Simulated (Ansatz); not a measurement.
# HfS2: short molecular dynamics of a 12-atom cell, part 2 of 2

How do the atoms of HfS2 (database structure) move when started on their sites? Runs: PBE, 20 steps of 1.5 fs under a Langevin thermostat at 200 K; r2SCAN, 20 steps of 1.5 fs under a Langevin thermostat and barostat at 1000 K. The cell is a 2×2×1 supercell of the structure relaxed with r2SCAN+rVV10.

Ansatz 0.2.0, plane waves. Earlier steps stand in the parts before.

## (10) Frames from the trajectory

Positions (Å) and forces (eV/Å):

```xyz
12
Lattice="7.263 0.000 0.000 -3.631 6.290 0.000 0.000 0.000 5.881" Properties=species:S:1:pos:R:3:forces:R:3 pbc="T T T" time_fs=3.0 T=871 dE=0.0270
Hf    0.009    0.009    0.004   -0.103   -0.182   -0.063
S     1.826    1.068    4.451   -0.083   -0.159   -0.048
S    -0.004    2.105    1.443    0.003   -0.045   -0.102
Hf   -1.816    3.131   -0.007   -0.201    0.075    0.043
S     0.023    4.199    4.441   -0.202   -0.061    0.086
S    -1.811    5.239    1.444   -0.076    0.005   -0.182
Hf    3.624   -0.003   -0.001    0.112    0.092    0.200
S     5.424    1.052    4.433    0.197   -0.003    0.148
S     3.633    2.086    1.482    0.032    0.092   -0.500
Hf    1.811    3.144   -0.003    0.238    0.110    0.197
S     3.622    4.192    4.427    0.125    0.065    0.272
S     1.829    5.247    1.433   -0.042    0.009   -0.052
12
Lattice="7.268 0.000 0.000 -3.634 6.294 0.000 0.000 0.000 5.885" Properties=species:S:1:pos:R:3:forces:R:3 pbc="T T T" time_fs=7.5 T=844 dE=0.1535
Hf    0.020    0.022    0.011   -0.208   -0.439   -0.097
S     1.832    1.096    4.468   -0.116   -0.383   -0.162
S    -0.001    2.116    1.453   -0.077   -0.073   -0.203
Hf   -1.819    3.111   -0.017   -0.438    0.209    0.164
S     0.060    4.220    4.450   -0.502   -0.209    0.076
S    -1.806    5.248    1.459   -0.164   -0.058   -0.417
Hf    3.618   -0.010    0.000    0.238    0.228    0.514
S     5.393    1.055    4.421    0.460    0.062    0.320
S     3.644    2.073    1.547    0.088    0.207   -1.125
Hf    1.808    3.143   -0.001    0.530    0.287    0.476
S     3.608    4.191    4.415    0.338    0.140    0.551
S     1.855    5.257    1.433   -0.150    0.029   -0.098
12
Lattice="7.275 0.000 0.000 -3.637 6.300 0.000 0.000 0.000 5.890" Properties=species:S:1:pos:R:3:forces:R:3 pbc="T T T" time_fs=12.0 T=799 dE=0.3589
Hf    0.030    0.036    0.015   -0.309   -0.771   -0.031
S     1.844    1.118    4.495   -0.208   -0.543   -0.396
S     0.007    2.123    1.465   -0.151   -0.084   -0.301
Hf   -1.819    3.088   -0.025   -0.652    0.415    0.329
S     0.087    4.246    4.470   -0.676   -0.417   -0.004
S    -1.807    5.263    1.478   -0.227   -0.105   -0.672
Hf    3.612   -0.011    0.000    0.369    0.264    0.894
S     5.363    1.063    4.411    0.719    0.087    0.437
S     3.666    2.057    1.604    0.078    0.345   -1.609
Hf    1.805    3.140    0.003    0.769    0.607    0.755
S     3.604    4.184    4.407    0.456    0.248    0.800
S     1.871    5.280    1.437   -0.168   -0.048   -0.200
12
Lattice="7.278 0.000 0.000 -3.639 6.303 0.000 0.000 0.000 5.893" Properties=species:S:1:pos:R:3:forces:R:3 pbc="T T T" time_fs=15.0 T=680 dE=0.5111
Hf    0.034    0.044    0.015   -0.308   -0.993    0.013
S     1.853    1.131    4.512   -0.292   -0.617   -0.552
S     0.014    2.125    1.472   -0.200   -0.075   -0.343
Hf   -1.818    3.072   -0.030   -0.782    0.598    0.421
S     0.100    4.268    4.484   -0.746   -0.610   -0.082
S    -1.809    5.270    1.491   -0.261   -0.109   -0.831
Hf    3.608   -0.010    0.003    0.397    0.257    1.147
S     5.340    1.065    4.408    0.909    0.112    0.449
S     3.680    2.052    1.630    0.073    0.409   -1.804
Hf    1.802    3.139    0.007    0.904    0.814    0.859
S     3.607    4.177    4.402    0.489    0.320    0.947
S     1.881    5.295    1.437   -0.181   -0.106   -0.223
12
Lattice="7.283 0.000 0.000 -3.642 6.307 0.000 0.000 0.000 5.897" Properties=species:S:1:pos:R:3:forces:R:3 pbc="T T T" time_fs=18.0 T=414 dE=0.6461
Hf    0.037    0.053    0.015   -0.295   -1.167    0.032
S     1.862    1.142    4.524   -0.337   -0.673   -0.636
S     0.019    2.125    1.478   -0.204   -0.050   -0.389
Hf   -1.818    3.059   -0.034   -0.884    0.732    0.470
S     0.108    4.287    4.500   -0.762   -0.786   -0.172
S    -1.808    5.277    1.500   -0.289   -0.109   -0.936
Hf    3.607   -0.011    0.007    0.415    0.282    1.331
S     5.328    1.061    4.405    1.035    0.173    0.489
S     3.697    2.050    1.649    0.040    0.452   -1.953
Hf    1.802    3.139    0.010    0.999    0.977    0.930
S     3.614    4.172    4.396    0.488    0.358    1.086
S     1.893    5.314    1.439   -0.206   -0.188   -0.252
12
Lattice="7.288 0.000 0.000 -3.644 6.312 0.000 0.000 0.000 5.901" Properties=species:S:1:pos:R:3:forces:R:3 pbc="T T T" time_fs=22.5 T=380 dE=0.7926
Hf    0.041    0.065    0.016   -0.285   -1.351    0.085
S     1.871    1.161    4.545   -0.359   -0.828   -0.821
S     0.025    2.122    1.486   -0.193    0.003   -0.449
Hf   -1.820    3.041   -0.041   -0.958    0.900    0.555
S     0.112    4.304    4.522   -0.729   -0.944   -0.298
S    -1.808    5.286    1.512   -0.288   -0.093   -1.051
Hf    3.607   -0.014    0.014    0.442    0.305    1.524
S     5.319    1.057    4.402    1.146    0.175    0.500
S     3.723    2.056    1.660   -0.037    0.464   -2.016
Hf    1.805    3.138    0.013    1.059    1.212    1.074
S     3.627    4.159    4.392    0.455    0.442    1.199
S     1.908    5.336    1.444   -0.252   -0.284   -0.301
12
Lattice="7.281 0.000 0.000 -3.641 6.306 0.000 0.000 0.000 5.896" Properties=species:S:1:pos:R:3:forces:R:3 pbc="T T T" time_fs=27.0 T=340 dE=0.8727
Hf    0.043    0.077    0.014   -0.296   -1.527    0.120
S     1.869    1.178    4.560   -0.308   -1.035   -1.143
S     0.032    2.118    1.490   -0.226    0.035   -0.395
Hf   -1.820    3.019   -0.047   -0.992    1.092    0.567
S     0.109    4.306    4.529   -0.677   -1.022   -0.397
S    -1.807    5.293    1.516   -0.276   -0.117   -1.039
Hf    3.599   -0.019    0.020    0.482    0.268    1.631
S     5.309    1.044    4.398    1.214    0.206    0.408
S     3.740    2.069    1.651   -0.120    0.419   -1.896
Hf    1.806    3.131    0.020    1.095    1.511    1.193
S     3.628    4.142    4.389    0.460    0.511    1.174
S     1.920    5.346    1.439   -0.355   -0.341   -0.226
12
Lattice="7.273 0.000 0.000 -3.636 6.299 0.000 0.000 0.000 5.889" Properties=species:S:1:pos:R:3:forces:R:3 pbc="T T T" time_fs=30.0 T=429 dE=0.8621
Hf    0.044    0.083    0.013   -0.286   -1.597    0.078
S     1.870    1.187    4.567   -0.290   -1.155   -1.343
S     0.034    2.113    1.489   -0.242    0.077   -0.299
Hf   -1.820    3.006   -0.049   -0.939    1.222    0.499
S     0.103    4.300    4.520   -0.612   -1.012   -0.349
S    -1.804    5.295    1.513   -0.273   -0.155   -0.940
Hf    3.591   -0.023    0.026    0.516    0.175    1.577
S     5.303    1.033    4.398    1.235    0.230    0.291
S     3.747    2.080    1.635   -0.196    0.365   -1.684
Hf    1.807    3.125    0.029    1.054    1.688    1.183
S     3.626    4.134    4.391    0.462    0.529    1.095
S     1.926    5.346    1.433   -0.429   -0.367   -0.109
```

## (11) Outcome

This closing draws on all 2 parts. Changes of volume or cell count from the first structure of part 1.

| quantity | value |
| --- | --- |
| run 1: length | 20 steps of 1.5 fs |
| run 1: temperature, first and last step | 183 and 82 K |
| run 1: temperature, second half | mean 131 K, from 82 to 163 K |
| run 1: potential energy, second half | +15 meV/atom from this run's first step |
| run 1: mean square displacement, second half | S 0.005, Hf 0.001 Å² |
| run 2: length | 20 steps of 1.5 fs |
| run 2: temperature, first and last step | 917 and 429 K |
| run 2: temperature, second half | mean 424 K, from 328 to 680 K |
| run 2: potential energy, second half | +63 meV/atom from this run's first step |
| run 2: largest change of the conserved energy | 0.10 meV/atom |
| run 2: volume, first and last step | 22.36 and 22.48 Å³/atom |
| run 2: mean square displacement, second half | S 0.018, Hf 0.006 Å² |

Run 1: Against a set 200 K the second half averages 131 K, going from 163 to 82 K over that half; 15 meV/atom has gone into potential energy, and a thermostat that acts over some 100 fs has not made it up in 30 fs. No atom gets farther than 0.11 Å from its start, with the drift of the whole removed, against a typical distance of 2.5 Å between sites at the start. Run 2: Against a set 1000 K the second half averages 424 K, going from 680 to 429 K over that half; 63 meV/atom has gone into potential energy, and a thermostat that acts over some 100 fs has not made it up in 30 fs. The conserved energy strays from its start by at most 0.10 meV/atom, 0.1 % of the mean kinetic energy, which is good for a step of 1.5 fs. The farthest move is 0.22 Å, against a mean nearest distance of 2.5 Å at the start: no atom has changed site so far. The volume changes by +0.5 % from first to last step, and is still moving at the end, so it is no equilibrium value. Averages from a run of 30 fs with 12 atoms are rough.
